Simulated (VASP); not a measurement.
# CaSe in VASP: a series of runs, part 2 of 3

VASP 6.6.1.

### Step 4. Electric field gradients, PBEsol

File INCAR:

```
SYSTEM = CaSe
ALGO = Normal
EDIFF = 1E-8
ENCUT = 400
GGA = PS
GGA_COMPAT = .FALSE.
ISIF = 2
ISMEAR = -1
LASPH = .TRUE.
LCHARG = .FALSE.
LEFG = .TRUE.
LREAL = .FALSE.
LWAVE = .FALSE.
NBANDS = 15
NELM = 120
PREC = Accurate
SIGMA = 0.02
```

File KPOINTS:

```
k-points
0
G
  7 7 7
  0 0 0
```

File POSCAR:

```
CaSe
1.0
    0.0000000000      2.9560000000      2.9560000000
    2.9560000000      0.0000000000      2.9560000000
    2.9560000000      2.9560000000      0.0000000000
Ca Se
1 1
Direct
    0.0000000000      0.0000000000      0.0000000000
    0.5000000000      0.5000000000      0.5000000000
```

Potentials or basis: VASP PAW PBE potentials, release 64 (Ca_sv, Se).

Command:

```console
$ cat potpaw_PBE.64/Ca_sv/POTCAR potpaw_PBE.64/Se/POTCAR > POTCAR
$ mpirun -np 1 vasp_std > vasp.out
```

OUTCAR:

```text
SYSTEM = CaSe
   EDIFF = 1E-8
   ENCUT = 400
   GGA = PS
   ISIF = 2
   ISMEAR = -1
   LASPH = .TRUE.
   LREAL = .FALSE.
   NELM = 120
   PREC = Accurate

 ion  position               nearest neighbor table
   1  0.000  0.000  0.000-   2 2.96   2 2.96   2 2.96   2 2.96   2 2.96   2 2.96
   2  0.500  0.500  0.500-   1 2.96   1 2.96   1 2.96   1 2.96   1 2.96   1 2.96

  LATTYP: Found a face centered cubic cell.
 ALAT       =     5.9120000000

  Lattice vectors:

 A1 = (   0.0000000000,   2.9560000000,   2.9560000000)
 A2 = (   2.9560000000,   0.0000000000,   2.9560000000)
 A3 = (   2.9560000000,   2.9560000000,   0.0000000000)

Analysis of symmetry for initial positions (statically):
=====================================================================
 Subroutine PRICEL returns:
 Original cell was already a primitive cell.

 Routine SETGRP: Setting up the symmetry group for a
 face centered cubic supercell.

 Subroutine GETGRP returns: Found 48 space group operations
 (whereof 48 operations were pure point group operations)
 out of a pool of 48 trial point group operations.

The static configuration has the point symmetry O_h .

Analysis of symmetry for dynamics (positions and initial velocities):
=====================================================================
 Subroutine PRICEL returns:
 Original cell was already a primitive cell.

 Routine SETGRP: Setting up the symmetry group for a
 face centered cubic supercell.

 Subroutine GETGRP returns: Found 48 space group operations
 (whereof 48 operations were pure point group operations)
 out of a pool of 48 trial point group operations.

The dynamic configuration has the point symmetry O_h .

 Subroutine INISYM returns: Found 48 space group operations
 (whereof 48 operations are pure point group operations),
 and found     1 'primitive' translations

----------------------------------------------------------------------------------------

                                     Primitive cell

  volume of cell :      51.6587

  direct lattice vectors                    reciprocal lattice vectors
     0.000000000  2.956000000  2.956000000    -0.169147497  0.169147497  0.169147497
     2.956000000  0.000000000  2.956000000     0.169147497 -0.169147497  0.169147497
     2.956000000  2.956000000  0.000000000     0.169147497  0.169147497 -0.169147497

  length of vectors
     4.180415290  4.180415290  4.180415290     0.292972058  0.292972058  0.292972058

  position of ions in fractional coordinates (direct lattice)
     0.000000000  0.000000000  0.000000000
     0.500000000  0.500000000  0.500000000

  ion indices of the primitive-cell ions
   primitive index   ion index
                 1           1
                 2           2

----------------------------------------------------------------------------------------

 KPOINTS: k-points

Automatic generation of k-mesh.
 Grid dimensions read from file:
 generate k-points for:    7    7    7
[... 75 lines left out ...]
   EFERMI_NEDOS =   21; number of points for ismear=-14 and -15
   IALGO  =     38    algorithm
   IMIX   =      4    mixing-type and parameters
     AMIX     =   0.40;   BMIX     =  1.00
     AMIX_MAG =   1.60;   BMIX_MAG =  1.00
  volume/ion in A,a.u.               =      25.83       174.30
  Fermi-wavevector in a.u.,A,eV,Ry     =   1.107645  2.093145 16.692666  1.226876
  Thomas-Fermi vector in A             =   2.244161
   LORBIT       =      0    0 simple, 1 ext, 2 COOP (PROOUT), +10 PAW based schemes
   GGA     = PS    functional components
   LHFCALC =     F    Hartree Fock is set to
   AEXX    =    0.0000 exact exchange contribution
   IVDW    =     0    specifies the selected vdW correction
   LEPSILON=     F    determine dielectric tensor
   LRPA    =     F    only Hartree local field effects (RPA)
 non-spin polarized calculation
  energy-cutoff  :      400.00
  volume of cell :       51.66
 maximum number of plane-waves:       952
   NGX = 13   NGY = 13   NGZ = 13

 number of electron      16.0000007 magnetization

 Free energy of the ion-electron system (eV)
  ---------------------------------------------------
  ext. energy  EPLUGINS =         0.00000000
  ---------------------------------------------------
  free energy    TOTEN  =       -10.07000243 eV

  energy without entropy =      -10.07000243  energy(sigma->0) =      -10.07000243

 E-fermi :   2.8737     XC(G=0):  -9.3337

 val. band max:        2.3546002677   @ k =   0.0000   0.0000   0.0000
 cond. band min:       4.3395855985   @ k =   0.4286   0.4286   0.0000
 fundamental gap:      1.9849853308
 Fermi energy:         2.8737113854

 k-point     1 :       0.0000    0.0000    0.0000
  band No.  band energies     occupation
      1     -37.1814      2.00000
      2     -18.2557      2.00000
      3     -18.2557      2.00000
      4     -18.2557      2.00000
      5      -9.4760      2.00000
      6       2.3546      2.00000
      7       2.3546      2.00000
      8       2.3546      2.00000
      9       5.5451      0.00000
     10       6.0024      0.00000
     11       6.0024      0.00000
     12       6.0024      0.00000
     13       6.6052      0.00000
     14       6.6052      0.00000
[... 329 lines left out ...]
      2     -18.3210      2.00000
      3     -18.3198      2.00000
      4     -18.2870      2.00000
      5      -8.7950      2.00000
      6       0.1732      2.00000
      7       0.2301      2.00000
      8       0.9329      2.00000
      9       6.2655      0.00000
     10       7.1876      0.00000
     11       7.7637      0.00000
     12       8.1731      0.00000
     13       8.3293      0.00000
     14      10.1780      0.00000
     15      11.4600      0.00000

------------------------ aborting loop because EDIFF is reached ----------------------------------------

  FORCE on cell =-STRESS in cart. coord.  units (eV):
  Direction    XX          YY          ZZ          XY          YZ          ZX
  --------------------------------------------------------------------------------------
  -------------------------------------------------------------------------------------
  Total       -0.2997427     -0.2997427     -0.2997427     -0.0000000      0.0000000      0.0000000
  in kB       -9.2964240     -9.2964240     -9.2964240     -0.0000000      0.0000000      0.0000000
  external PRESSURE =      -9.2964240 kB  Pullay stress =       0.0000000 kB

 VOLUME and BASIS-vectors are now :
 -----------------------------------------------------------------------------
  energy-cutoff  :      400.00
  volume of cell :       51.66
      direct lattice vectors                 reciprocal lattice vectors
     0.000000000  2.956000000  2.956000000    -0.169147497  0.169147497  0.169147497
     2.956000000  0.000000000  2.956000000     0.169147497 -0.169147497  0.169147497
     2.956000000  2.956000000  0.000000000     0.169147497  0.169147497 -0.169147497

 POSITION                                       TOTAL-FORCE (eV/Angst)
 -----------------------------------------------------------------------------------
      0.00000      0.00000      0.00000        -0.000000      0.000000      0.000000
      2.95600      2.95600      2.95600         0.000000     -0.000000     -0.000000
 -----------------------------------------------------------------------------------
    total drift:                                0.000000      0.000000      0.000000

  FREE ENERGIE OF THE ION-ELECTRON SYSTEM (eV)
  ---------------------------------------------------
  free  energy   TOTEN  =       -10.0700024332 eV

  energy  without entropy=      -10.0700024332  energy(sigma->0) =      -10.07000243

 Electric field gradients (V/A^2)
---------------------------------------------------------------------
 ion       V_xx      V_yy      V_zz      V_xy      V_xz      V_yz
---------------------------------------------------------------------
   1       0.000    -0.000    -0.000     0.001     0.001     0.001
   2      -0.000    -0.000    -0.000    -0.000    -0.000    -0.000
---------------------------------------------------------------------

 Electric field gradients after diagonalization (V/A^2)
 (convention: |V_zz| > |V_xx| > |V_yy|)
----------------------------------------------------------------------
 ion       V_xx      V_yy      V_zz     asymmetry (V_yy - V_xx)/ V_zz
----------------------------------------------------------------------
   1      -0.001    -0.001     0.001       0.000
   2       0.000     0.000    -0.001       0.000
----------------------------------------------------------------------

           NMR quadrupolar parameters

 Cq : quadrupolar parameter    Cq=e*Q*V_zz/h
 eta: asymmetry parameters     (V_yy - V_xx)/ V_zz
 Q  : nuclear electric quadrupole moment in mb (millibarn)
----------------------------------------------------------------------
 ion       Cq(MHz)       eta       Q (mb)
----------------------------------------------------------------------
   1       0.000       0.000       1.000
   2      -0.000       0.000       1.000
----------------------------------------------------------------------
```

stdout:

```text
POSCAR found type information on POSCAR CaSe
 POSCAR found :  2 types and       2 ions
 scaLAPACK will be used
 -----------------------------------------------------------------------------
|                                                                             |
|                                                                             |
|     You enforced a specific xc type in the INCAR file but a different       |
|     I HOPE YOU KNOW WHAT YOU ARE DOING!                                     |
|                                                                             |
 -----------------------------------------------------------------------------

 LDA part: xc-table for (Slater+PW92), standard interpolation
 POSCAR, INCAR and KPOINTS ok, starting setup
 FFT: planning ... GRIDC
 FFT: planning ... GRID_SOFT
 FFT: planning ... GRID
 WAVECAR not read
 entering main loop
ion   1

ion   2
```

Run time: 30 s. Hardware: 1 thread of Intel Xeon 8259CL, shared host; peak memory 0.16 GiB.

What came out:

```yaml
Free_energy: -10.0700 eV
Pressure: -0.9 GPa
Band_gap_on_the_k_mesh: 1.99 eV (least direct gap 2.91 eV)
Largest_electric_field_gradient_by_atom: zero within the noise of the run
```

Levels at points of the mesh, in eV from the valence-band top:
```tsv
k point	band 6	band 7	band 8	band 9	band 10	band 11
(0.00, 0.00, 0.00)	0.00	0.00	0.00	3.19	3.65	3.65
```

Caveat: the PAW data sets were made with another functional, which shifts forces and pressure a little; an odd mesh through Γ misses points on the zone boundary, where band edges can lie.

### Step 5. Electric field gradients, r2SCAN

POSCAR is that of step 4.

File INCAR.step1:

```
SYSTEM = CaSe
PREC = Accurate ; ENCUT = 440
ISMEAR = -1 ; SIGMA = 0.02
LREAL = .False. ; LASPH = .True.
NELM = 120 ; NBANDS = 15
GGA = PE ; ALGO = Normal
EDIFF = 1E-5 ; LWAVE = .True.
LCHARG = .False. ; GGA_COMPAT = .False.
```

File INCAR.step2:

```
SYSTEM = CaSe
PREC = Accurate ; ENCUT = 440
EDIFF = 1E-8 ; ISMEAR = -1
SIGMA = 0.02 ; LREAL = .False.
LASPH = .True. ; NELM = 120
ALGO = Normal ; ISIF = 2
LWAVE = .False. ; LCHARG = .False.
METAGGA = R2SCAN ; LMIXTAU = .True.
LEFG = .True. ; NBANDS = 15
ISTART = 1 ; GGA_COMPAT = .False.
```

File KPOINTS:

```
Automatic mesh
0
Gamma
  7 7 7
  0 0 0
```

Potentials or basis: VASP PAW PBE potentials, release 64 (Ca_sv, Se).

Command:

```console
$ cat potpaw_PBE.64/Ca_sv/POTCAR potpaw_PBE.64/Se/POTCAR > POTCAR
$ cp INCAR.step1 INCAR
$ mpirun -np 1 vasp_std > vasp.out
$ cp INCAR.step2 INCAR
$ mpirun -np 1 vasp_std > vasp.out
```

OUTCAR:

```text
SYSTEM = CaSe
   PREC = Accurate
   ENCUT = 440
   EDIFF = 1E-8
   ISMEAR = -1
   LREAL = .False.
   LASPH = .True.
   NELM = 120
   ISIF = 2
   METAGGA = R2SCAN
   ISTART = 1

 ion  position               nearest neighbor table
   1  0.000  0.000  0.000-   2 2.96   2 2.96   2 2.96   2 2.96   2 2.96   2 2.96
   2  0.500  0.500  0.500-   1 2.96   1 2.96   1 2.96   1 2.96   1 2.96   1 2.96

  LATTYP: Found a face centered cubic cell.
 ALAT       =     5.9120000000

  Lattice vectors:

 A1 = (   0.0000000000,   2.9560000000,   2.9560000000)
 A2 = (   2.9560000000,   0.0000000000,   2.9560000000)
 A3 = (   2.9560000000,   2.9560000000,   0.0000000000)

Analysis of symmetry for initial positions (statically):
=====================================================================
 Subroutine PRICEL returns:
 Original cell was already a primitive cell.

 Routine SETGRP: Setting up the symmetry group for a
 face centered cubic supercell.

 Subroutine GETGRP returns: Found 48 space group operations
 (whereof 48 operations were pure point group operations)
 out of a pool of 48 trial point group operations.

The static configuration has the point symmetry O_h .

Analysis of symmetry for dynamics (positions and initial velocities):
=====================================================================
 Subroutine PRICEL returns:
 Original cell was already a primitive cell.

 Routine SETGRP: Setting up the symmetry group for a
 face centered cubic supercell.

 Subroutine GETGRP returns: Found 48 space group operations
 (whereof 48 operations were pure point group operations)
 out of a pool of 48 trial point group operations.

The dynamic configuration has the point symmetry O_h .
[... 498 lines left out ...]
      6       0.0567      2.00000
      7       0.0985      2.00000
      8       0.7937      2.00000
      9       6.7041      0.00000
     10       7.6362      0.00000
     11       8.2900      0.00000
     12       8.6629      0.00000
     13       8.7898      0.00000
     14      10.8380      0.00000
     15      12.1309      0.00000

------------------------ aborting loop because EDIFF is reached ----------------------------------------

  FORCE on cell =-STRESS in cart. coord.  units (eV):
  Direction    XX          YY          ZZ          XY          YZ          ZX
  --------------------------------------------------------------------------------------
  -------------------------------------------------------------------------------------
  Total        0.2724368      0.2724368      0.2724368     -0.0000000      0.0000000      0.0000000
  in kB        8.4495411      8.4495411      8.4495411     -0.0000000      0.0000000      0.0000000
  external PRESSURE =       8.4495411 kB  Pullay stress =       0.0000000 kB

 VOLUME and BASIS-vectors are now :
 -----------------------------------------------------------------------------
  energy-cutoff  :      440.00
  volume of cell :       51.66
      direct lattice vectors                 reciprocal lattice vectors
     0.000000000  2.956000000  2.956000000    -0.169147497  0.169147497  0.169147497
     2.956000000  0.000000000  2.956000000     0.169147497 -0.169147497  0.169147497
     2.956000000  2.956000000  0.000000000     0.169147497  0.169147497 -0.169147497

 POSITION                                       TOTAL-FORCE (eV/Angst)
 -----------------------------------------------------------------------------------
      0.00000      0.00000      0.00000         0.000000      0.000000      0.000000
      2.95600      2.95600      2.95600        -0.000000     -0.000000     -0.000000
 -----------------------------------------------------------------------------------
    total drift:                               -0.000000      0.000000      0.000000

  FREE ENERGIE OF THE ION-ELECTRON SYSTEM (eV)
  ---------------------------------------------------
  free  energy   TOTEN  =       -25.9752413646 eV

  energy  without entropy=      -25.9752413646  energy(sigma->0) =      -25.97524136

 Electric field gradients (V/A^2)
---------------------------------------------------------------------
 ion       V_xx      V_yy      V_zz      V_xy      V_xz      V_yz
---------------------------------------------------------------------
   1       0.000     0.000    -0.000    -0.000    -0.000    -0.000
   2      -0.000     0.000     0.000     0.000     0.000     0.000
---------------------------------------------------------------------

 Electric field gradients after diagonalization (V/A^2)
 (convention: |V_zz| > |V_xx| > |V_yy|)
----------------------------------------------------------------------
 ion       V_xx      V_yy      V_zz     asymmetry (V_yy - V_xx)/ V_zz
----------------------------------------------------------------------
   1       0.000     0.000    -0.001       0.000
   2      -0.000    -0.000     0.001       0.000
----------------------------------------------------------------------

           NMR quadrupolar parameters

 Cq : quadrupolar parameter    Cq=e*Q*V_zz/h
 eta: asymmetry parameters     (V_yy - V_xx)/ V_zz
 Q  : nuclear electric quadrupole moment in mb (millibarn)
----------------------------------------------------------------------
 ion       Cq(MHz)       eta       Q (mb)
----------------------------------------------------------------------
   1      -0.000       0.000       1.000
   2       0.000       0.000       1.000
----------------------------------------------------------------------
```

It took 3.3 min on 1 thread of Intel Xeon 8259CL, shared host; peak memory 0.17 GiB.

What came out:

| Property | Result |
| --- | --- |
| Free energy | -25.9752 eV |
| Pressure | 0.8 GPa |
| Band gap on the k mesh | 2.55 eV (least direct gap 3.48 eV) |
| Largest electric field gradient by atom | zero within the noise of the run |

Caveat: the PAW data sets were made with another functional, which shifts forces and pressure a little; an odd mesh through Γ misses points on the zone boundary, where band edges can lie.

(Continued in part 3 of 3.)
